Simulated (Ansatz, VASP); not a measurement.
## One calculation of SnSe, two programs

The input INCAR:

```
ALGO = Normal
EDIFF = 1E-6
ENCUT = 520
GGA = RP
ISIF = 2
ISMEAR = 0
LASPH = T
LCHARG = F
LREAL = F
LWAVE = F
NBANDS = 17
NELM = 100
PREC = Accurate
SIGMA = 0.05
```

File KPOINTS:

```
k-points
0
Gamma
  8 8 8
```

File POSCAR:

```
SnSe
1.0
    0.0000000000      3.0100000000      3.0100000000
    3.0100000000      0.0000000000      3.0100000000
    3.0100000000      3.0100000000      0.0000000000
Sn Se
1 1
Direct
    0.0000000000      0.0000000000      0.0000000000
    0.5000000000      0.5000000000      0.5000000000
```

input.yaml

```yaml
crystal:
  lattice:
    - [0.0, 3.01, 3.01]
    - [3.01, 0.0, 3.01]
    - [3.01, 3.01, 0.0]
  atoms:
    - { symbol: Sn, position: [0.0, 0.0, 0.0] }
    - { symbol: Se, position: [0.5, 0.5, 0.5] }
kpoints:
  mp_grid: { grid: [8, 8, 8] }
scf:
  occupations: { method: gaussian, width: 0.05 }
hamiltonian:
  xc: rpbe
  pseudopotentials: { kind: all_electron, lapw: { basis_error: 0.001 } }
output:
  forces: true
  stress: true
  eigenvalues: true
```

Measurements of this composition are mostly on another form, of space group No. 62.

Alike in both runs: task single point; functional RPBE; k mesh 8 × 8 × 8; occupations gaussian, width 0.05 eV; no spin polarisation.

```csv
,VASP,Ansatz
version,VASP 6.6.1,Ansatz 0.2.0
potentials or method,"VASP PAW PBE potentials, release 64 (Sn_d, Se)","all-electron LAPW, scalar-relativistic"
plane-wave cutoff (eV),520,see its input
```

Ansatz gave:

| Item | Value |
| --- | --- |
| gap on the k mesh at the Fermi level (eV) | 0.54 |
| least direct gap on the mesh (eV) | 0.54 |
| pressure (GPa) | 2.6 |

Problem. Estimate VASP's values.

Solution. gap on the k mesh at the Fermi level (eV): 0.54; least direct gap on the mesh (eV): 0.54; pressure (GPa): 2.5.

Ansatz ran all-electron here, so the differences hold the error of VASP's frozen core and of both bases.

Caveats: spin-orbit coupling is left out, which moves the levels of the heavy elements; the PAW data sets were made with another functional, which shifts forces and pressure a little (VASP). A k mesh can miss the band edges.
